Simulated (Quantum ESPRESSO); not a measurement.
# SnTe (Fm-3m) in Quantum ESPRESSO: notebook

One crystal, SnTe, is run at these levels: PBE+D3(BJ); tasks: single point, equation of state.

All numbers are computed with Quantum ESPRESSO 7.5; they aren't measurements. Logs are shortened: lines on timing, memory, paths and dates and some standing lists are left out, and cuts for length are marked.

## 1. The structure

The structure is cubic, space group Fm-3m (No. 225). The conventional cell has a = 6.302 Å, b = 6.302 Å, c = 6.302 Å, α = 90.00°, β = 90.00°, γ = 90.00°. Te (site symmetry m-3m) has 6 Sn at 3.15 Å as nearest neighbours. Sn (site symmetry m-3m) has 6 Te at 3.15 Å as nearest neighbours.

## 2. Single point, PBE+D3(BJ), 29.40 Å³/atom

File pw.in:

```
&CONTROL
  calculation = 'scf'
  prefix = 'pwscf'
  outdir = './tmp'
  pseudo_dir = './pseudo'
  tprnfor = .true.
  tstress = .true.
  disk_io = 'nowf'
/
&SYSTEM
  ibrav = 0
  nat = 2
  ntyp = 2
  ecutwfc = 80
  nbnd = 22
  occupations = 'smearing'
  smearing = 'fd'
  degauss = 0.00367493
  vdw_corr = 'grimme-d3'
  dftd3_version = 4
/
&ELECTRONS
  conv_thr = 4d-10
  electron_maxstep = 120
  mixing_beta = 0.5
/
ATOMIC_SPECIES
Te   127.6000 Te.upf
Sn   118.7100 Sn.upf
CELL_PARAMETERS angstrom
   0.0000000000    3.0865288906    3.0865288906
   3.0865288906    0.0000000000    3.0865288906
   3.0865288906    3.0865288906    0.0000000000
ATOMIC_POSITIONS crystal
Te     0.5000000000    0.5000000000    0.5000000000
Sn     0.0000000000    0.0000000000    0.0000000000
K_POINTS automatic
7 7 7 0 0 0
```

Potentials or basis: PseudoDojo 0.4.1 SR PBE standard.

Run with:

```bash
$ OMP_NUM_THREADS=1 pw.x -in pw.in > pw.out
```

pw.out:

```text
This program is part of the open-source Quantum ESPRESSO suite
     for quantum simulation of materials; please cite
[... 9 lines left out ...]
     --------------------
     sticks:   dense  smooth     PW     G-vecs:    dense   smooth      PW
     Sum        1507    1507    433                38421    38421    5961

     Using Slab Decomposition

     bravais-lattice index     =            0
     lattice parameter (alat)  =       8.2487  a.u.
     unit-cell volume          =     396.8603 (a.u.)^3
     number of atoms/cell      =            2
     number of atomic types    =            2
     number of electrons       =        30.00
     number of Kohn-Sham states=           22
     kinetic-energy cutoff     =      80.0000  Ry
     charge density cutoff     =     320.0000  Ry
     scf convergence threshold =      4.0E-10
     mixing beta               =       0.5000
     number of iterations used =            8  plain     mixing
     Exchange-correlation= PBE
                           (   1   4   3   4   0   0   0)

     celldm(1)=   8.248675  celldm(2)=   0.000000  celldm(3)=   0.000000
     celldm(4)=   0.000000  celldm(5)=   0.000000  celldm(6)=   0.000000

     crystal axes: (cart. coord. in units of alat)
               a(1) = (   0.000000   0.707107   0.707107 )
               a(2) = (   0.707107   0.000000   0.707107 )
               a(3) = (   0.707107   0.707107   0.000000 )

     reciprocal axes: (cart. coord. in units 2 pi/alat)
               b(1) = ( -0.707107  0.707107  0.707107 )
               b(2) = (  0.707107 -0.707107  0.707107 )
               b(3) = (  0.707107  0.707107 -0.707107 )

     PseudoPot. # 1 for Te read from file:
     Te.upf
     Pseudo is Norm-conserving + core correction, Zval = 16.0
     Generated using ONCVPSP code by D. R. Hamann
     Using radial grid of 1294 points,  6 beta functions with:
                l(1) =   0
                l(2) =   0
                l(3) =   1
                l(4) =   1
                l(5) =   2
                l(6) =   2

     PseudoPot. # 2 for Sn read from file:
     Sn.upf
     Pseudo is Norm-conserving + core correction, Zval = 14.0
     Generated using ONCVPSP code by D. R. Hamann
     Using radial grid of 1628 points,  6 beta functions with:
                l(1) =   0
                l(2) =   0
                l(3) =   1
                l(4) =   1
                l(5) =   2
                l(6) =   2

     atomic species   valence    mass     pseudopotential
     Te               16.00   127.60000     Te( 1.00)
     Sn               14.00   118.71000     Sn( 1.00)

     48 Sym. Ops., with inversion, found

   Cartesian axes

     site n.     atom                  positions (alat units)
         1        Te     tau(   1) = (   0.7071068   0.7071068   0.7071068  )
         2        Sn     tau(   2) = (   0.0000000   0.0000000   0.0000000  )

     --------------------------------------------
     DFT-D3 Dispersion Correction (3-body terms):
     --------------------------------------------
       Reference C6 values for interpolation:

         atom   Coordination number   C6
         Sn         0.000          1255.14
         Sn         0.951          1084.09
         Sn         1.950          1010.83
         Sn         2.926           818.29
         Sn         3.912           672.20
         Te         0.000           851.07
         Te         0.981           850.20
         Te         1.964           837.16

       Values used:

         atom   Coordination number  R0_AB[au]  C6      C8
         Te         4.880            3.676    837.16  84978.05
         Sn         4.955            3.957    672.20  84369.15

         Molecular C6 ( Ry / a.u.^6 ) =      3009.53

     number of k points=    20  Fermi-Dirac smearing, width (Ry)=  0.0037
                       cart. coord. in units 2pi/alat
        k(    1) = (   0.0000000   0.0000000   0.0000000), wk =   0.0058309
        k(    2) = (   0.1010153   0.1010153  -0.1010153), wk =   0.0466472
        k(    3) = (   0.2020305   0.2020305  -0.2020305), wk =   0.0466472
        k(    4) = (   0.3030458   0.3030458  -0.3030458), wk =   0.0466472
        k(    5) = (   0.2020305  -0.0000000   0.0000000), wk =   0.0349854
        k(    6) = (   0.3030458   0.1010153  -0.1010153), wk =   0.1399417
[... 12 lines left out ...]
        k(   19) = (  -0.1010153  -0.5050763   0.7071068), wk =   0.1399417
        k(   20) = (   0.0000000  -0.4040610   0.6060915), wk =   0.1399417

     Dense  grid:    38421 G-vectors     FFT dimensions: (  48,  48,  48)

     Initial potential from superposition of free atoms

     starting charge      29.9983, renormalised to      30.0000
     Starting wfcs are   18 randomized atomic wfcs +    4 random wfcs

     Self-consistent Calculation

     iteration #  1     ecut=    80.00 Ry     beta= 0.50
     Davidson diagonalization with overlap
     ethr =  1.00E-02,  avg # of iterations =  4.5

     Threshold (ethr) on eigenvalues was too large:
     Diagonalizing with lowered threshold

     Davidson diagonalization with overlap
     ethr =  4.25E-05,  avg # of iterations =  5.8

     total energy              =    -367.42455976 Ry
     estimated scf accuracy    <       0.01269467 Ry

     iteration #  2     ecut=    80.00 Ry     beta= 0.50
     Davidson diagonalization with overlap
     ethr =  4.23E-05,  avg # of iterations =  2.0
[... 36 lines left out ...]
     total energy              =    -367.42702325 Ry
     estimated scf accuracy    <          3.9E-09 Ry

     iteration #  8     ecut=    80.00 Ry     beta= 0.50
     Davidson diagonalization with overlap
     ethr =  1.31E-11,  avg # of iterations =  2.0

     End of self-consistent calculation

          k = 0.0000 0.0000 0.0000 (  4813 PWs)   bands (ev):

   -26.3524 -26.3524 -26.3482 -26.3482 -26.3482 -11.0063 -11.0063 -10.9997
   -10.9997 -10.9997  -2.3392   6.5210   8.6398   8.6398   8.6398  14.4707
    14.4707  14.4707  15.6140  15.6140  15.6141  17.9150

          k = 0.1010 0.1010-0.1010 (  4813 PWs)   bands (ev):

   -26.3523 -26.3523 -26.3481 -26.3480 -26.3480 -11.0077 -11.0077 -10.9994
   -10.9982 -10.9982  -2.1518   5.4212   8.6687   8.6687   9.4186  13.5321
    13.5321  13.6141  15.6003  16.0656  16.0656  19.2556
[... 79 lines left out ...]
          k =-0.0000-0.6061 0.6061 (  4816 PWs)   bands (ev):

   -26.3528 -26.3517 -26.3484 -26.3466 -26.3466 -11.0297 -11.0030 -11.0023
   -10.9870 -10.9864  -0.5035   3.8902   5.0575   7.0735   7.4114  13.4411
    15.2875  15.6372  17.4542  20.4438  20.7282  21.4705

          k = 0.4041 0.2020 0.0000 (  4774 PWs)   bands (ev):

   -26.3524 -26.3520 -26.3481 -26.3472 -26.3471 -11.0190 -11.0072 -11.0000
   -10.9917 -10.9916  -1.2220   3.6109   6.9578   7.9694   9.2405  12.5982
    13.5626  14.4018  15.7168  18.6325  19.5852  20.4205

          k =-0.2020-0.4041 0.6061 (  4798 PWs)   bands (ev):

   -26.3524 -26.3519 -26.3477 -26.3473 -26.3469 -11.0203 -11.0097 -10.9971
   -10.9929 -10.9889  -0.7213   2.9164   6.5772   7.1243   9.8739  11.6675
    14.3722  15.1239  16.2349  18.1181  19.9657  21.3563
[... 7 lines left out ...]
          k = 0.0000-0.4041 0.6061 (  4803 PWs)   bands (ev):

   -26.3526 -26.3518 -26.3477 -26.3473 -26.3466 -11.0237 -11.0078 -10.9972
   -10.9934 -10.9865  -0.4739   3.2216   5.5897   6.3800   9.6795  12.1825
    15.1379  16.1354  16.4167  17.6784  21.0491  21.8563

     the Fermi energy is    11.0270 ev

!    total energy              =    -367.42702325 Ry
     estimated scf accuracy    <          2.0E-10 Ry
     smearing contrib. (-TS)   =      -0.00000994 Ry
     internal energy E=F+TS    =    -367.42701331 Ry

     The total energy is F=E-TS. E is the sum of the following terms:
     one-electron contribution =    -140.68940492 Ry
     hartree contribution      =      86.23109453 Ry
     xc contribution           =     -93.40852947 Ry
     ewald contribution        =    -219.50044589 Ry
     DFT-D3 Dispersion         =      -0.05972756 Ry

     convergence has been achieved in   8 iterations

     Forces acting on atoms (cartesian axes, Ry/au):

     atom    1 type  1   force =    -0.00000000   -0.00000000    0.00000000
     atom    2 type  2   force =     0.00000000    0.00000000   -0.00000000

     Total force =     0.000000     Total SCF correction =     0.000000

     Computing stress (Cartesian axis) and pressure

          total   stress  (Ry/bohr**3)                   (kbar)     P=       36.17
   0.00024586   0.00000000   0.00000000           36.17        0.00        0.00
   0.00000000   0.00024586   0.00000000            0.00       36.17        0.00
   0.00000000   0.00000000   0.00024586            0.00        0.00       36.17

=------------------------------------------------------------------------------=
   JOB DONE.
=------------------------------------------------------------------------------=
```

Run time: 32 s. Hardware: 1 thread of Arm Neoverse V1, shared host; peak memory 0.1 GiB.

Results:

```
Free energy : -4999.0993 eV
Pressure    : 3.6 GPa
```

Caveat: this odd mesh misses L, where the gap lies, so gap, dielectric constants and Born charges aren't listed.

## 3. Single point, PBE+D3(BJ), 30.03 Å³/atom

Edit pw.in of step 2 so:

```diff
@@ -30,5 +30,5 @@
 CELL_PARAMETERS angstrom
-   0.0000000000    3.0865288906    3.0865288906
-   3.0865288906    0.0000000000    3.0865288906
-   3.0865288906    3.0865288906    0.0000000000
+   0.0000000000    3.1082657258    3.1082657258
+   3.1082657258    0.0000000000    3.1082657258
+   3.1082657258    3.1082657258    0.0000000000
 ATOMIC_POSITIONS crystal
```

Potentials or basis: PseudoDojo 0.4.1 SR PBE standard.

Run with:

```bash
$ OMP_NUM_THREADS=1 pw.x -in pw.in > pw.out
```

Wall time 32 s (1 thread of Arm Neoverse V1, shared host); peak memory 0.1 GiB.

Results (log left out):

| Property | Result |
| --- | --- |
| Free energy | -4999.1228 eV |
| Pressure | 2.4 GPa |

Caveat: this odd mesh misses L, where the gap lies, so gap, dielectric constants and Born charges aren't listed.

## 4. Single point, PBE+D3(BJ), 30.66 Å³/atom

Edit pw.in of step 3 so:

```diff
@@ -30,5 +30,5 @@
 CELL_PARAMETERS angstrom
-   0.0000000000    3.1082657258    3.1082657258
-   3.1082657258    0.0000000000    3.1082657258
-   3.1082657258    3.1082657258    0.0000000000
+   0.0000000000    3.1297027185    3.1297027185
+   3.1297027185    0.0000000000    3.1297027185
+   3.1297027185    3.1297027185    0.0000000000
 ATOMIC_POSITIONS crystal
```

Run with:

```bash
$ OMP_NUM_THREADS=1 pw.x -in pw.in > pw.out
```

Run time: 32 s. Hardware: 1 thread of Arm Neoverse V1, shared host; peak memory 0.11 GiB.

Results (log left out):

```
Free energy : -4999.1372 eV
Pressure    : 1.3 GPa
```

Caveat: this odd mesh misses L, where the gap lies, so gap, dielectric constants and Born charges aren't listed.

## 5. Single point, PBE+D3(BJ), 31.28 Å³/atom

Edit pw.in of step 4 so:

```diff
@@ -30,5 +30,5 @@
 CELL_PARAMETERS angstrom
-   0.0000000000    3.1297027185    3.1297027185
-   3.1297027185    0.0000000000    3.1297027185
-   3.1297027185    3.1297027185    0.0000000000
+   0.0000000000    3.1508500000    3.1508500000
+   3.1508500000    0.0000000000    3.1508500000
+   3.1508500000    3.1508500000    0.0000000000
 ATOMIC_POSITIONS crystal
```

Run with:

```bash
$ OMP_NUM_THREADS=1 pw.x -in pw.in > pw.out
```

It took 33 s on 1 thread of Arm Neoverse V1, shared host; peak memory 0.11 GiB.

It converged, with:

```
Free energy : -4999.1435 eV
Pressure    : 0.3 GPa
```

Caveat: this odd mesh misses L, where the gap lies, so gap, dielectric constants and Born charges aren't listed.

## 6. Single point, PBE+D3(BJ), 31.91 Å³/atom

Edit pw.in of step 5 so:

```diff
@@ -30,5 +30,5 @@
 CELL_PARAMETERS angstrom
-   0.0000000000    3.1508500000    3.1508500000
-   3.1508500000    0.0000000000    3.1508500000
-   3.1508500000    3.1508500000    0.0000000000
+   0.0000000000    3.1717171644    3.1717171644
+   3.1717171644    0.0000000000    3.1717171644
+   3.1717171644    3.1717171644    0.0000000000
 ATOMIC_POSITIONS crystal
```

Potentials or basis: PseudoDojo 0.4.1 SR PBE standard.

Run with:

```bash
$ OMP_NUM_THREADS=1 pw.x -in pw.in > pw.out
```

Wall time 39 s (1 thread of Arm Neoverse V1, shared host); peak memory 0.11 GiB.

It converged, with:

```yaml
Free_energy: -4999.1426 eV
Pressure: -0.6 GPa
```

Caveat: this odd mesh misses L, where the gap lies, so gap, dielectric constants and Born charges aren't listed.

## 7. Single point, PBE+D3(BJ), 32.53 Å³/atom

Edit pw.in of step 6 so:

```diff
@@ -30,5 +30,5 @@
 CELL_PARAMETERS angstrom
-   0.0000000000    3.1717171644    3.1717171644
-   3.1717171644    0.0000000000    3.1717171644
-   3.1717171644    3.1717171644    0.0000000000
+   0.0000000000    3.1923133075    3.1923133075
+   3.1923133075    0.0000000000    3.1923133075
+   3.1923133075    3.1923133075    0.0000000000
 ATOMIC_POSITIONS crystal
```

Run with:

```bash
$ OMP_NUM_THREADS=1 pw.x -in pw.in > pw.out
```

Wall time 39 s (1 thread of Arm Neoverse V1, shared host); peak memory 0.11 GiB.

It converged, with:

* Free energy: -4999.1352 eV
* Pressure: -1.3 GPa

Caveat: this odd mesh misses L, where the gap lies, so gap, dielectric constants and Born charges aren't listed.

## 8. Single point, PBE+D3(BJ), 33.16 Å³/atom

Edit pw.in of step 7 so:

```diff
@@ -30,5 +30,5 @@
 CELL_PARAMETERS angstrom
-   0.0000000000    3.1923133075    3.1923133075
-   3.1923133075    0.0000000000    3.1923133075
-   3.1923133075    3.1923133075    0.0000000000
+   0.0000000000    3.2126470615    3.2126470615
+   3.2126470615    0.0000000000    3.2126470615
+   3.2126470615    3.2126470615    0.0000000000
 ATOMIC_POSITIONS crystal
```

Run with:

```bash
$ OMP_NUM_THREADS=1 pw.x -in pw.in > pw.out
```

Run time: 39 s. Hardware: 1 thread of Arm Neoverse V1, shared host; peak memory 0.12 GiB.

The run converged. Its results:

- Free energy: -4999.1222 eV
- Pressure: -2.0 GPa

Caveat: this odd mesh misses L, where the gap lies, so gap, dielectric constants and Born charges aren't listed.

## 9. Equation of state, PBE+D3(BJ)

Potentials or basis: PseudoDojo 0.4.1 SR PBE standard.

This step only gathers the single runs of the series.

What came out:

| Property | Result |
| --- | --- |
| Equilibrium volume | 31.50 Å³/atom |
| Bulk modulus | 44 GPa |
| Pressure derivative of the bulk modulus | 5.0 (rough: it moves with the points fitted) |

Energy against volume, from the lowest point:
```tsv
volume (Å³/atom)	energy (meV/atom)
29.404	22.09
30.030	10.36
30.656	3.14
31.281	0.00
31.907	0.47
32.532	4.18
33.158	10.65
```

Caveat: this odd mesh misses L, where the gap lies, so gap, dielectric constants and Born charges aren't listed.
